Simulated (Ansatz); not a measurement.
Runs of Ansatz 0.2.0 on BN. The structure is cubic, space group F-43m (No. 216). The conventional cell has a = 3.626 Å, b = 3.626 Å, c = 3.626 Å, α = 90.00°, β = 90.00°, γ = 90.00°. N (site symmetry -43m) is surrounded by 4 B at 1.57 Å. Around B (site symmetry -43m) lie 4 N at 1.57 Å. The cell is a database's computed one.

```csv
task,level,cell,k mesh,cutoff (eV),smearing,basis error allowed,mesh quality,gap on the mesh (eV),pressure (GPa),relaxed volume (Å³/atom)
relaxation of cell and atoms,revPBE,relaxed,13 × 13 × 13,-,fermi-dirac 0.05 eV,0.001 eV/atom,not flagged,4.54,0.0,(c)
single point,PBE,as given,13 × 13 × 13,446,gaussian 0.012 eV,0.001 eV/atom,not flagged,4.53,-0.4,-
relaxation of cell and atoms,RPBE+D4,relaxed,13 × 13 × 13,-,fermi-dirac 0.05 eV,0.001 eV/atom,not flagged,4.59,0.0,5.81
band structure,BLYP,as given,13 × 13 × 13,448,fermi-dirac 0.05 eV,0.001 eV/atom,not flagged,4.92,6.6,-
single point,PBE,as given,13 × 13 × 13,446,gaussian 0.023 eV,0.001 eV/atom,not flagged,4.53,-0.4,-
elastic constants,PBEsol,as given,10 × 10 × 10,474,fermi-dirac 0.05 eV,0.001 eV/atom,not flagged,4.28,(a),-
single point,PBE,as given,5 × 5 × 5,407,fermi-dirac 0.02 eV,0.002 eV/atom,coarse,4.93,(b),-
```

Alike in all rows: potentials or basis all-electron LAPW, scalar-relativistic; no spin polarisation.

**Question.** Fill in the values left out.

**Answer.** (a) -6.3; (b) -0.3; (c) 6.02.

Caveats: some runs use coarse meshes; an odd mesh through Γ misses points on the zone boundary, where band edges often lie (some runs); the cell is more than 3 GPa from zero pressure, which shifts response properties (some runs).
